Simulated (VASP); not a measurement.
Crystal: Zn2SnN2.

```
Zn Sn N
1.0
     3.40016    0.00000    0.00000
    -1.70008    2.94462    0.00000
     0.00000    0.00000    7.68752
Zn Sn N
2 1 2
Direct
  0.33333 0.66667 0.36701
  0.33333 0.66667 0.63299
  0.00000 0.00000 0.00000
  0.00000 0.00000 0.28436
  0.00000 0.00000 0.71564
```

The cell was built by a generator and needn't be a form met in nature.

- Program: VASP 6.6.1
- Task: relaxation of cell and atoms
- Functional: PBE
- Potentials or basis: VASP PAW PBE potentials, release 64 (Zn, Sn_d, N)
- Cutoff: 520 eV
- k mesh: 5 × 5 × 2
- Occupations: gaussian, width 0.15 eV
- Spin: no spin polarisation

At the start: pressure 0.9 GPa; volume 15.39 Å³/atom.

Q: How do energy, volume and symmetry change on relaxing?

A: Over 21 steps the energy falls by 287.1 meV/atom and the volume is 16.09 Å³/atom (+4.5 %); space group P-6m2 (No. 187, to 0.05 Å).

The path:
```
step  energy change (eV)  largest force (eV/Å)  pressure (GPa)  volume (Å³)
   1              0.0000                5.7631            0.89        76.97
   2             -1.3439                0.4118            0.03        77.76
   3             -1.3459                0.3614            0.14        77.77
   4             -1.3844                0.3140           -0.79        77.91
   5             -1.3932                0.2678           -1.05        78.01
   6             -1.4022                0.1023            0.36        76.74
   7             -1.4015                0.0778            2.51        76.57
   8             -1.4022                0.1123            0.34        76.72
   9             -1.4019                0.0871            1.02        76.64
  10             -1.4020                0.1207            1.03        76.68
  11             -1.4135                0.0757            1.00        77.16
  12             -1.4226                0.1054            1.58        77.82
  13             -1.4240                0.1718            1.83        79.12
  14             -1.4301                0.1692            0.42        80.31
  15             -1.4306                0.1677           -0.29        80.85
  16             -1.4306                0.1699           -0.47        80.76
  17             -1.4305                0.1689            0.14        80.53
  18             -1.4306                0.1663            0.34        80.65
  19             -1.4306                0.1683            0.04        80.72
  20             -1.4324                0.1460            0.39        80.65
  21             -1.4353                0.0625           -0.46        80.45
```

Final structure:
```
Zn Sn N
1.0
     3.36304    0.00000    0.00000
    -1.68152    2.91247    0.00000
     0.00000    0.00000    8.21373
Zn Sn N
2 1 2
Direct
  0.33333 0.66667 0.30872
  0.33333 0.66667 0.69128
  0.00000 0.00000 0.00000
  0.00000 0.00000 0.27376
  0.00000 0.00000 0.72624
```

Caveat: the k mesh is coarse (spacing up to 0.43 Å⁻¹), so the values aren't converged; the relaxation stopped at a loose force limit of 0.08 eV/Å, so its end isn't a converged minimum.
